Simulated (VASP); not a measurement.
The system is CdS (Greenockite).

```xyz
4
Lattice="4.1500 0.0000 0.0000 -2.0750 3.5940 0.0000 0.0000 0.0000 6.7370" Properties=species:S:1:pos:R:3 pbc="T T T"
Cd    2.0750    1.1980    3.3685
Cd    0.0000    2.3960    0.0000
S     2.0750    1.1980    5.8949
S     0.0000    2.3960    2.5264
```

Base run:

```yaml
Program: VASP 6.6.1
Functional: PBEsol
Potentials_or_basis: VASP PAW PBE potentials, release 64 (Cd, S)
Cutoff: 520 eV
k_mesh: 7 × 7 × 4
Occupations: fermi-dirac, width 0.05 eV
Spin: no spin polarisation
```

Its results: band gap on the k mesh 1.06 eV, direct; pressure -0.6 GPa; largest force 0.067 eV/Å.

Problem. The run is repeated on the same cell with these changes: functional from PBEsol to rSCAN. What comes out?

Solution. Band gap on the k mesh 1.62 eV, direct; pressure 0.8 GPa; largest force 0.071 eV/Å.

rSCAN gives the wider gap, since meta-GGAs in the generalised Kohn-Sham scheme recover part of the derivative discontinuity.

Caveats: the PAW data sets were made with another functional, which shifts forces and pressure a little; an odd mesh through Γ misses points on the zone boundary, where band edges often lie (some runs).

Not every run made on this cell is shown here.
